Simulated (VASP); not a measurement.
# Settings for AlFe: relaxation of the cell

AlFe, P1 (no. 1), 2 atoms in the cell. PBE, relaxation of the cell; PAW potentials Fe, Al (PBE set). VASP 6.6.1.

Wanted: cell lengths a, b, c within 0.2 %; volume within 0.4 %.

The series start from Relaxations run in a row: 2; Cutoff ENCUT (eV): 350; Force threshold EDIFFG (eV/Å): -0.01; Relaxation method: conjugate gradient, POTIM 0.5; Precision mode: Accurate. Each series keeps the choices made before it, and each single choice may use up half of a tolerance. Times cover all steps of a run.

## Relaxations run in a row

| Relaxations run in a row | Cell lengths a, b, c, largest deviation against the largest value | Volume (Å³/atom) | Time (s) |
|---|---|---|---|
| 1 | 0.041 % | 11.83 | 119 |
| 2 | 0 % | 11.84 | 192 |
| 3 (reference) | 0 % | 11.84 | 211 |

## Cutoff ENCUT (eV)

| Cutoff ENCUT (eV) | Cell lengths a, b, c, largest deviation against the largest value | Volume (Å³/atom) | Time (s) |
|---|---|---|---|
| 250 | 0.41 % | 11.72 | 79 |
| 300 | 0.015 % | 11.85 | 141 |
| 350 | 0.057 % | 11.83 | 119 |
| 400 | 0.029 % | 11.85 | 188 |
| 450 | 0.0049 % | 11.86 | 203 |
| 500 | 0.0049 % | 11.86 | 203 |
| 550 (reference) | 0 % | 11.85 | 241 |

## Force threshold EDIFFG (eV/Å)

| Force threshold EDIFFG (eV/Å) | Cell lengths a, b, c, largest deviation against the largest value | Volume (Å³/atom) | Time (s) |
|---|---|---|---|
| -0.05 | 0.27 % | 11.88 | 93 |
| -0.02 | 0.23 % | 11.86 | 119 |
| -0.01 | 0.11 % | 11.85 | 141 |
| -0.005 | 0.042 % | 11.85 | 133 |
| -0.002 (reference) | 0 % | 11.85 | 128 |

## Relaxation method

| Relaxation method | Cell lengths a, b, c, largest deviation against the largest value | Volume (Å³/atom) | Time (s) |
|---|---|---|---|
| conjugate gradient, POTIM 0.5 | 0 % | 11.85 | 133 |
| conjugate gradient, POTIM 0.2 | 0.024 % | 11.85 | 110 |
| conjugate gradient, POTIM 1.0 | 0.23 % | 11.79 | 122 |
| quasi-Newton, POTIM 0.5 | 0.019 % | 11.85 | 69 |
| quasi-Newton, POTIM 0.5, at least 5 electronic steps | 0.019 % | 11.85 | 69 |
| velocity quench, POTIM 0.1 | refused | refused | 118 |

VASP's message at the runs that stop: VERY BAD NEWS! internal error in subroutineSGRCON:Found some non-integer element in rotation matrix 2.

## Precision mode

| Precision mode | Cell lengths a, b, c, largest deviation against the largest value | Volume (Å³/atom) | Time (s) |
|---|---|---|---|
| Accurate | 0 % | 11.85 | 69 |
| Normal | 0.0028 % | 11.85 | 42 |
| High | 0.001 % | 11.85 | 66 |

## Question

The rows run from the loosest to the tightest (no order: relaxation method, precision mode). For each series: choose the loosest value from which every tighter one stays within half of the tolerance; where there is no order, keep the first row unless others stay within half of the tolerance and take at least 30 % less time, and then take the fastest.

## Answer

- Relaxations run in a row: 1
- Cutoff ENCUT (eV): 300
- Force threshold EDIFFG (eV/Å): -0.005
- Relaxation method: quasi-Newton, POTIM 0.5
- Precision mode: Normal

## All choices together

| Input | Cell lengths a, b, c, largest deviation against the largest value | Volume (Å³/atom) | Time (s) |
|---|---|---|---|
| EDIFF and PREC left to the program (naive) | 0.13 % | 11.85 | 168 |
| chosen settings | 0.055 % | 11.85 | 42 |
| reference settings throughout | 0 % | 11.86 | 275 |

The tolerance is met.

Values of the reference run: Cell lengths a, b, c: 2.873, 2.873, 2.873 Å.

## The input

INCAR.step1:
```
PREC = Normal ; ENCUT = 300
EDIFF = 1E-7 ; ISMEAR = 1
SIGMA = 0.1 ; LREAL = F
LASPH = T ; NELM = 100
ALGO = Normal ; LWAVE = F
LCHARG = F ; ISPIN = 2
MAGMOM = 3 0 ; LMAXMIX = 4
IBRION = 1 ; NSW = 60
ISIF = 3 ; EDIFFG = -0.005
POTIM = 0.5 ; KPAR = 8
```

INCAR.step2, as INCAR.step1 but for:
```
- IBRION = 1
- NSW = 60
- ISIF = 3
- EDIFFG = -0.005
- POTIM = 0.5
+ NSW = 0
+ ISIF = 2
```

KPOINTS:
```
k-points
0
Gamma
  9 9 9
```

POSCAR.step1:
```
AlFe
1.0
    2.9793780000     -0.0085730000     -0.0036760000
   -0.0085730000      2.9993080000      0.0182920000
   -0.0036760000      0.0182920000      2.9800540000
Fe Al
1 1
Direct
    0.5098130000      0.4995020000      0.4993100000
   -0.0098130000      0.0004980000      0.0006900000
```

POSCAR.step2:
```
AlFe
1.0
    2.8714159956      0.0000230387      0.0000198141
    0.0000645398      2.8741324181     -0.0001320400
    0.0000220719     -0.0000553780      2.8720700679
Fe Al
1 1
Direct
    0.4999573608      0.5000039372      0.5000040134
    1.0000426392     -0.0000039372     -0.0000040134
```

Commands (each step's output is kept before the next begins):
```
cat potpaw_PBE.64/Fe/POTCAR potpaw_PBE.64/Al/POTCAR > POTCAR
cp INCAR.step1 INCAR
cp POSCAR.step1 POSCAR
mpirun -np 8 vasp_std > vasp.out
cp CONTCAR POSCAR
cp INCAR.step2 INCAR
cp POSCAR.step2 POSCAR
mpirun -np 8 vasp_std > vasp.out
```

The naive input happens to agree within the tolerance here, in 168 s.

Limits: the start was distorted on purpose (volume up by 6 %, random strain, atoms moved at random), so the space group given is the start's and not the crystal's.

The chosen input took VASP 6.6.1 42 s on 8 cores (Intel Xeon Platinum 8259CL @ 2.50GHz (Skylake/Cascade Lake)), a shared host.

## An input that fails: cell relaxed at a low cutoff

It runs to its end, but against the unchanged starting input it is off by 0.7 % in the cell lengths a, b, c, 2 % in the volume.

Changes against the starting input:
```
(all steps)
- PREC = Accurate
- ENCUT = 350
+ PREC = Low
+ ENCUT = 250
(POSCAR.step3)
-    2.8700717903     -0.0000914912     -0.0000202108
-   -0.0000491508      2.8742964967      0.0001377072
-   -0.0000180272      0.0002163713      2.8711256434
+    2.8508539290     -0.0003542370     -0.0001224541
+   -0.0003211832      2.8540776896      0.0006626699
+   -0.0001213794      0.0007259284      2.8513698883
-    0.4999898281      0.5000056220      0.5000033135
-    0.0000101719      0.9999943780      0.9999966865
+    0.5000090819      0.4999914134      0.4999956066
+    0.9999909181      0.0000085866      0.0000043934
```
